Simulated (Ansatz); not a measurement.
GaSb under changes of volume

One of the cells (28.625 Å³/atom); the others are scaled copies at fixed shape and fractional positions:

```
CELL_PARAMETERS angstrom
0.00000 3.05900 3.05900
3.05900 0.00000 3.05900
3.05900 3.05900 0.00000
ATOMIC_POSITIONS crystal
Sb 0.75000 0.75000 0.75000
Ga 0.00000 0.00000 0.00000
```

```yaml
Program: Ansatz 0.2.0
Functional: PBE
Dispersion: D4
Potentials_or_basis: Ansatz PAW
Cutoff: "420 eV (not typed: the program's choice for these potentials)"
k_mesh: 8 × 8 × 8
Occupations: fermi-dirac, width 0.05 eV
Spin: no spin polarisation
```

| volume (Å³/atom) | energy over the lowest point (meV/atom) | pressure (GPa) | gap on the mesh (eV) |
| --- | --- | --- | --- |
| 26.907 | 16.42 | 3.5 | 0.48 |
| 27.480 | ? | ? | ? |
| 28.052 | 1.21 | 0.9 | 0.18 |
| 28.625 | 0.00 | -0.2 | none |
| 29.197 | 2.33 | -1.1 | none |
| 29.770 | 7.92 | -2.0 | none |
| 30.342 | 16.44 | -2.8 | none |

Q: What does the run at 27.480 Å³/atom give?

A: Energy over the lowest point 6.49 meV/atom; pressure 2.1 GPa; gap on the mesh 0.33 eV.

Worked out: A Birch-Murnaghan fit of order 3 (a polynomial in V^(-2/3)) to the other rows has its minimum at 28.53 Å³/atom with B0 = V·E''(V) = 51 GPa and B' = 4.6. It gives 6.55 meV/atom at 27.480 Å³/atom, against the run's 6.49, and -dE/dV = 2.1 GPa, against 2.1.

Energies are extrapolated to zero smearing.

Caveats: pairwise dispersion overbinds metals, which lowers pressure and volume (some runs); spin-orbit coupling is left out, which moves the levels of the heavy elements (some runs).

A mesh can miss the band edges.

A gap of «none» marks a metal or a gap under the smearing width.
